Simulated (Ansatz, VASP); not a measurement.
# CsH in VASP and in Ansatz

Contents of INCAR:

```
PREC = Accurate ; ENCUT = 600
EDIFF = 1E-7 ; ISMEAR = 0
SIGMA = 0.02 ; LREAL = F
LASPH = T ; NELM = 60
ALGO = Normal ; ISIF = 3
LWAVE = F ; LCHARG = F
GGA = CA ; IBRION = 2
NSW = 100 ; EDIFFG = -0.005
```

Contents of KPOINTS:

```
regular mesh
0
Gamma
  8 8 8
```

The input POSCAR:

```
CsH
1.0
    0.0000000000      3.0511182310      3.0511182310
    3.0511182310      0.0000000000      3.0511182310
    3.0511182310      3.0511182310      0.0000000000
Cs H
1 1
Direct
    0.0000000000      0.0000000000      0.0000000000
    0.5000000000      0.5000000000      0.5000000000
```

Input for Ansatz:

```yaml
crystal:
  lattice:
    - [0.0, 3.051118231, 3.051118231]
    - [3.051118231, 0.0, 3.051118231]
    - [3.051118231, 3.051118231, 0.0]
  atoms:
    - { symbol: Cs, position: [0.0, 0.0, 0.0] }
    - { symbol: H, position: [0.5, 0.5, 0.5] }
basis:
  ecutwfc: 420
kpoints:
  mp_grid: { grid: [8, 8, 8] }
hamiltonian:
  xc: lda
scf:
  occupations: { method: gaussian, width: 0.02 }
output:
  forces: true
  stress: true
  eigenvalues: true
relax:
  adjacent_minimum: "off"
  f_tol: 0.005
  max_steps: 80
  cell: { stress_tol: 0.05 }
```

Alike in both runs: task relaxation of cell and atoms; functional LDA; k mesh 8 × 8 × 8; occupations gaussian, width 0.02 eV; no spin polarisation.

|  | VASP | Ansatz |
| --- | --- | --- |
| version | VASP 6.6.1 | Ansatz 0.2.0 |
| potentials or method | VASP PAW LDA potentials, release 64 (Cs_sv, H) | scalar-relativistic, plane waves, PAW |
| plane-wave cutoff (eV) | 600 | 420 |
| valence electrons in the cell | 10 | 10 |

|  | VASP | Ansatz | Ansatz less VASP |
| --- | --- | --- | --- |
| gap on the k mesh at the Fermi level, each at its own relaxed structure (eV) | 1.74 | 1.75 | +0.017 |
| relaxed volume (Å³/atom) | 28.57 | 28.40 | -0.166 |
| relaxed cell length with the largest relative difference (Å) | 4.323 | 4.315 | -0.0084 |

Caveats: spin-orbit coupling is left out, which moves the levels of the heavy elements. Expect the measured gap to be larger: semilocal functionals such as LDA lack the derivative discontinuity. A k mesh can miss the band edges.
